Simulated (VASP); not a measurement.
All values below come from AM05 GGA, VASP's PBE PAW potentials (set 64) (plane waves; VASP).

VASP input:

### POSCAR
```
AlSb
4.3698160
  0.0000000000   0.7071068618   0.7071068618
  0.7071068618   0.0000000000   0.7071068618
  0.7071068618   0.7071068618   0.0000000000
Al Sb
1 1
Cart
  0.0000000000   0.0000000000   0.0000000000
  0.3535534309   0.3535534309   0.3535534309
```

### INCAR
```
SYSTEM = AlSb
PREC = Accurate
ENCUT = 520
EDIFF = 1E-7
NELM = 100
ALGO = Normal
LREAL = .FALSE.
LASPH = .TRUE.
ISMEAR = 0
SIGMA = 0.05
GGA = AM
LMAXMIX = 4
LWAVE = .FALSE.
LCHARG = .FALSE.
LORBIT = 11
ICHARG = 11
```

KPOINTS:
```
k-points along high-symmetry lines
15
Line-mode
Reciprocal
  0.000000   0.000000   0.000000 ! GAMMA
 -0.500000  -0.500000   0.000000 ! X

 -0.500000  -0.500000   0.000000 ! X
 -0.375000  -0.375000   0.250000 ! U

 -0.375000  -0.000000   0.375000 ! K
  0.000000   0.000000   0.000000 ! GAMMA

  0.000000   0.000000   0.000000 ! GAMMA
 -0.000000  -0.000000   0.500000 ! L

 -0.000000  -0.000000   0.500000 ! L
 -0.500000  -0.250000   0.250000 ! W

 -0.500000  -0.250000   0.250000 ! W
 -0.500000  -0.500000   0.000000 ! X
```

POTCAR, in this order: Al Sb (PBE.64 set). Program: vasp_std. Read from the step before: CHGCAR.

The resulting files:

### OSZICAR
```
       N       E                     dE             d eps       ncg     rms          rms(c)
DAV:   1     0.158633348552E+02    0.15863E+02   -0.27533E+03  1440   0.714E+02
DAV:   2    -0.647915029244E+01   -0.22342E+02   -0.21728E+02  1856   0.842E+01
DAV:   3    -0.716827299426E+01   -0.68912E+00   -0.63618E+00  2064   0.167E+01
DAV:   4    -0.717290161774E+01   -0.46286E-02   -0.46286E-02  2096   0.150E+00
DAV:   5    -0.717294523665E+01   -0.43619E-04   -0.43619E-04  1976   0.117E-01
DAV:   6    -0.717294615627E+01   -0.91963E-06   -0.91963E-06  2128   0.144E-02
DAV:   7    -0.717294618547E+01   -0.29194E-07   -0.29194E-07  2072   0.206E-03
   1 F= -.71729462E+01 E0= -.71729462E+01  d E =-.125497E-14
```

File OUTCAR:
```
 val. band max:        4.5663840903   @ k =   0.0000   0.0000   0.0000

 cond. band min:       5.7841963424   @ k =  -0.4286  -0.4286   0.0000



 k-point     1 :       0.0000    0.0000    0.0000
  band No.  band energies     occupation
      1      -6.0579      2.00000
      2       4.5664      2.00000
      3       4.5664      2.00000
      4       4.5664      2.00000
      5       6.0095      0.00000
      6       7.6460      0.00000
      7       7.6460      0.00000
      8       7.6460      0.00000

 k-point     2 :      -0.0357   -0.0357    0.0000
  band No.  band energies     occupation
      1      -6.0425      2.00000
      2       4.3602      2.00000
      3       4.5109      2.00000
      4       4.5109      2.00000
      5       6.2131      0.00000
      6       7.5958      0.00000
      7       7.7236      0.00000
      8       7.7236      0.00000

 k-point     3 :      -0.0714   -0.0714    0.0000
  band No.  band energies     occupation
      1      -5.9964      2.00000
      2       3.9219      2.00000
      3       4.3604      2.00000
      4       4.3604      2.00000
      5       6.6297      0.00000
      6       7.4693      0.00000
      7       7.9400      0.00000
      8       7.9400      0.00000

 k-point     4 :      -0.1071   -0.1071    0.0000
  band No.  band energies     occupation
      1      -5.9201      2.00000
      2       3.4168      2.00000
      3       4.1489      2.00000
      4       4.1489      2.00000
      5       6.9808      0.00000
      6       7.3919      0.00000
      7       8.2606      0.00000
      8       8.2606      0.00000

 k-point     5 :      -0.1429   -0.1429    0.0000
  band No.  band energies     occupation
      1      -5.8145      2.00000
      2       2.8961      2.00000
      3       3.9081      2.00000
      4       3.9081      2.00000
      5       6.9147      0.00000
      6       7.6436      0.00000
      7       8.6524      0.00000
      8       8.6524      0.00000
...
```

The density is held fixed in this step, so its total energy and stress have no physical meaning. Unless said otherwise, spin-orbit coupling is left out, though it shifts the bands of the heavy elements here.

The compound is AlSb in the zinc blende structure. It was relaxed first.
